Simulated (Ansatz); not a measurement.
# TiAl₃: strain energy, fitted

TiAl₃, Pm-3m, a = 3.948 Å. This isn't the usual stable structure of the compound. Ansatz: PBEsol, PAW, 420 eV, Γ-centred 14×14×14 mesh on 4 atoms, Gaussian smearing 0.10 eV; no spin polarisation. Series: biaxial strain in the a-b plane, c and atoms relaxed; x is the strain in per cent. y is the free energy over the unstrained cell, V0 = 15.388 Å³/atom.

| x (%) | y (meV/atom) |
| --- | --- |
| -6.0 | ? |
| -4.0 | 37.06 |
| -2.0 | 8.75 |
| 0.0 | 0.00 |
| 2.0 | 7.79 |
| 4.0 | 29.87 |
| 6.0 | 63.48 |

**Question.** Fit y = c2 x² + c3 x³ to the other rows, turn c2 into a modulus, and predict the missing energy.

**Answer.** Least squares on the rows shown. y = 2.0929 x² − 0.055132 x³. In eV per unit strain² c2 is 20.93; M is the biaxial modulus (E = M V0 ε²): 20.93 × 160.2 / (15.388) = 218 GPa. At x = -6.0 the fit asked for gives 87.25 meV/atom. The run gave 88.02 meV/atom, so the fit is 0.77 meV/atom too low, 0.87 % of the span of the series, against an rms of 0.08 meV/atom on the fitted rows. The row lies outside the fitted range. With a term in x⁴ added, a fit to the same known rows predicts 87.87 meV/atom, so most of the miss is curvature that the known rows already hold.